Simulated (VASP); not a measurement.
**Input and output of a VASP PBE single-point calculation on ZnS (strained zincblende)**

INCAR

```
ISMEAR = -1
LWAVE = .FALSE.
ENCUT = 520
IBRION = -1
LASPH = .TRUE.
NSW = 0
LELF = .TRUE.
NBANDS = 16
LREAL = .FALSE.
PREC = Accurate
SIGMA = 0.02
EDIFF = 1E-7
ISIF = 2
LCHARG = .TRUE.
NELM = 120
GGA = PE
```

KPOINTS

```
KPOINTS created by Atomic Simulation Environment
0
Gamma
8 8 8
0 0 0
```

KPOINTS_OPT

```
special points
6
Reciprocal
0.0000000000 0.0000000000 0.0000000000 1
-0.5000000000 -0.5000000000 0.0000000000 1
-0.3750000000 -0.3750000000 0.2500000000 1
-0.3750000000 0.0000000000 0.3750000000 1
0.0000000000 0.0000000000 0.5000000000 1
-0.5000000000 -0.2500000000 0.2500000000 1
```

POSCAR

```
Zn S
 1.0000000000000000
    -0.0852774290000000    2.6896309774999998    2.6896309774999998
     2.6896309774999998   -0.0852774290000000    2.6896309774999998
     2.6896309774999998    2.6896309774999998   -0.0852774290000000
 Zn  S
   1   1
Cartesian
 -0.0136697235645530 -0.0136697235645530 -0.0136697235645530
  1.3371658550645531  1.3371658550645531  1.3371658550645533
```

VASP ran with the recommended PBE PAW datasets (18 valence electrons in the cell).

Command

```
mpirun -np 1 vasp_std
```

From OUTCAR

```
k-points           NKPTS =     65   k-points in BZ     NKDIM =     65   number of bands    NBANDS=     16

   NELECT =      18.0000    total number of electrons

   dimension x,y,z NGX =    28 NGY =   28 NGZ =   28
   dimension x,y,z NGXF=    56 NGYF=   56 NGZF=   56

  energy-cutoff  :      520.00
  volume of cell :       40.76
      direct lattice vectors                 reciprocal lattice vectors
    -0.085277429  2.689630977  2.689630977    -0.177283624  0.183088631  0.183088631
     2.689630977 -0.085277429  2.689630977     0.183088631 -0.177283624  0.183088631
     2.689630977  2.689630977 -0.085277429     0.183088631  0.183088631 -0.177283624

 k-points in reciprocal lattice and weights: KPOINTS created by Atomic Simulation Env
   0.00000000  0.00000000  0.00000000       0.002
   0.12500000  0.00000000 -0.00000000       0.012
   0.25000000  0.00000000 -0.00000000       0.012
   0.37500000  0.00000000  0.00000000       0.012
   0.50000000  0.00000000 -0.00000000       0.006
   0.12500000  0.12500000  0.00000000       0.012
   0.25000000  0.12500000  0.00000000       0.023
   0.37500000  0.12500000  0.00000000       0.023
   ...

 E-fermi :   2.3951

 k-point     1 :       0.0000    0.0000    0.0000
  band No.  band energies     occupation
      1     -11.1056      2.00000
      2      -4.4110      2.00000
      3      -4.4110      2.00000
      4      -4.3915      2.00000
      5      -3.9476      2.00000
      6      -3.9476      2.00000
      7       1.7389      2.00000
      8       1.7389      2.00000
      9       1.9405      2.00000
     10       3.7466      0.00000
     11       8.0385      0.00000
     12       8.0385      0.00000
     13       8.6816      0.00000
     14      13.5115      0.00000
     15      13.5441      0.00000
     16      13.5441      0.00000

 k-point     2 :       0.1250    0.0000   -0.0000
  band No.  band energies     occupation
      1     -10.9985      2.00000
      2      -4.4067      2.00000
      3      -4.3909      2.00000
      4      -4.3734      2.00000
      5      -3.9499      2.00000
      6      -3.9477      2.00000
      7       0.6534      2.00000
      8       1.6077      2.00000
      9       1.7908      2.00000
     10       4.5902      0.00000
     11       8.0206      0.00000
     12       8.2938      0.00000
     13       8.8341      0.00000
     14      12.9158      0.00000
     15      13.0653      0.00000
     16      14.3180      0.00000

 k-point     3 :       0.2500    0.0000   -0.0000
  band No.  band energies     occupation
      1     -10.7197      2.00000
      2      -4.3607      2.00000
      3      -4.3458      2.00000
      4      -4.3280      2.00000
      5      -3.9500      2.00000
      6      -3.9416      2.00000
      7      -1.0060      2.00000
      8       1.3198      2.00000
      9       1.4967      2.00000
     10       5.2309      0.00000
     11       8.5494      0.00000
     12       8.7251      0.00000
     13       9.1425      0.00000
     14      12.5834      0.00000
     15      13.0201      0.00000
     16      14.0229      0.00000

 k-point     4 :       0.3750    0.0000    0.0000
  band No.  band energies     occupation
      1     -10.4053      2.00000
      2      -4.3091      2.00000
      3      -4.3085      2.00000
      4      -4.1405      2.00000
      5      -3.9389      2.00000
      6      -3.9231      2.00000
      7      -2.4549      2.00000
      8       1.0616      2.00000
      9       1.2337      2.00000
     10       5.2217      0.00000
     11       8.8092      0.00000
     12       8.9969      0.00000
     13       9.8894      0.00000
     14      13.4905      0.00000
     15      13.6220      0.00000
     16      14.1823      0.00000

 k-point     5 :       0.5000    0.0000   -0.0000
  band No.  band energies     occupation
      1     -10.2618      2.00000
      2      -4.2981      2.00000
      3      -4.2962      2.00000
      4      -3.9302      2.00000
      5      -3.9214      2.00000
      6      -3.7712      2.00000
      7      -3.2866      2.00000
      8       0.9610      2.00000
      9       1.1313      2.00000
     10       5.1609      0.00000
     11       8.7589      0.00000
     12       8.9369      0.00000
     13      10.4965      0.00000
     14      13.8809      0.00000
     15      14.7049      0.00000
     16      15.2169      0.00000

 k-point     6 :       0.1250    0.1250    0.0000
  band No.  band energies     occupation
      1     -10.9583      2.00000
      2      -4.4215      2.00000
      3      -4.3731      2.00000
      4      -4.3614      2.00000
      5      -3.9625      2.00000
      6      -3.9375      2.00000
      7       0.7286      2.00000
      8       1.3348      2.00000
      9       1.5255      2.00000
     10       4.9200      0.00000
     11       7.5250      0.00000
     12       8.6735      0.00000
     13       9.0492      0.00000
     14      11.8948      0.00000
     15      13.7402      0.00000
     16      14.7854      0.00000

 k-point     7 :       0.2500    0.1250    0.0000
  band No.  band energies     occupation
      1     -10.7324      2.00000
      2      -4.4102      2.00000
      3      -4.3252      2.00000
      4      -4.3156      2.00000
      5      -3.9699      2.00000
      6      -3.9274      2.00000
      7      -0.5510      2.00000
      8       1.0600      2.00000
      9       1.2155      2.00000
     10       5.7102      0.00000
     11       7.3202      0.00000
     12       9.1327      0.00000
     13       9.5492      0.00000
     14      11.4833      0.00000
     15      13.7834      0.00000
     16      15.3613      0.00000

 k-point     8 :       0.3750    0.1250    0.0000
  band No.  band energies     occupation
      1     -10.4246      2.00000
      2      -4.3377      2.00000
      3      -4.2818      2.00000
      4      -4.2167      2.00000
      5      -3.9477      2.00000
      6      -3.9132      2.00000
      7      -1.9819      2.00000
      8       0.7135      2.00000
      9       0.9476      2.00000
     10       5.8989      0.00000
     11       7.9713      0.00000
     12       9.2732      0.00000
     13       9.6201      0.00000
     14      12.5579      0.00000
     15      14.5478      0.00000
     16      14.8483      0.00000

 k-point     9 :       0.5000    0.1250    0.0000
  band No.  band energies     occupation
      1     -10.2202      2.00000
      2      -4.2987      2.00000
      3      -4.2677      2.00000
      4      -4.0021      2.00000
      5      -3.9189      2.00000
      6      -3.7891      2.00000
      7      -3.0325      2.00000
      8       0.3959      2.00000
      9       0.8913      2.00000
     10       5.8543      0.00000
     11       8.2422      0.00000
     12       9.3951      0.00000
     13      10.2336      0.00000
     14      13.6043      0.00000
     15      14.9593      0.00000
     16      15.1601      0.00000

 k-point    10 :      -0.3750    0.1250    0.0000
  band No.  band energies     occupation
      1     -10.2744      2.00000
      2      -4.2957      2.00000
      3      -4.2789      2.00000
      4      -4.0255      2.00000
      5      -3.9349      2.00000
      6      -3.8919      2.00000
      7      -2.7304      2.00000
      8       0.2691      2.00000
      9       1.0733      2.00000
     10       5.9055      0.00000
     11       8.4265      0.00000
     12       9.2612      0.00000
     13      10.1434      0.00000
     14      13.5571      0.00000
     15      14.3452      0.00000
     16      15.2185      0.00000

 k-point    11 :      -0.2500    0.1250    0.0000
  band No.  band energies     occupation
      1     -10.5430      2.00000
      2      -4.3268      2.00000
      3      -4.3090      2.00000
      4      -4.2779      2.00000
      5      -3.9570      2.00000
      6      -3.9258      2.00000
      7      -1.5068      2.00000
      8       0.4320      2.00000
      9       1.3983      2.00000
     10       5.9474      0.00000
     11       8.5288      0.00000
     12       8.9446      0.00000
     13       9.2571      0.00000
     14      12.2743      0.00000
     15      13.9371      0.00000
     16      15.0819      0.00000

 k-point    12 :      -0.1250    0.1250    0.0000
  band No.  band energies     occupation
      1     -10.8371      2.00000
      2      -4.3951      2.00000
      3      -4.3560      2.00000
      4      -4.3452      2.00000
      5      -3.9588      2.00000
      6      -3.9387      2.00000
      7      -0.1849      2.00000
      8       0.9626      2.00000
      9       1.6924      2.00000
     10       5.4233      0.00000
     11       7.9127      0.00000
     12       8.7928      0.00000
     13       9.0258      0.00000
     14      12.1923      0.00000
     15      13.1338      0.00000
     16      15.3311      0.00000

 ...

  Total       -0.1467416     -0.1467416     -0.1467416      0.3600939      0.3600939      0.3600939
  in kB       -5.7674487     -5.7674487     -5.7674487     14.1529311     14.1529311     14.1529311
  external PRESSURE =      -5.7674487 kB  Pullay stress =       0.0000000 kB

 POSITION                                       TOTAL-FORCE (eV/Angst)
 -----------------------------------------------------------------------------------
      5.28031      5.28031      5.28031        -0.009077     -0.009077     -0.009077
      1.33717      1.33717      1.33717         0.009077      0.009077      0.009077
 -----------------------------------------------------------------------------------
    total drift:                               -0.000286     -0.000286     -0.000285

  FREE ENERGIE OF THE ION-ELECTRON SYSTEM (eV)
  ---------------------------------------------------
  free  energy   TOTEN  =        -6.8349790662 eV

  energy  without entropy=       -6.8349790662  energy(sigma->0) =       -6.83497907
```

The gap between bands v and c is 1.81 eV. The least direct gap is 1.81 eV. The pressure is -0.6 GPa.

Band v is the last that the valence electrons fill when counted band by band, and c is the next.

The run took about 37 s on one core of a shared host (Intel Xeon Platinum 8488C) and held 0.2 GiB at most.
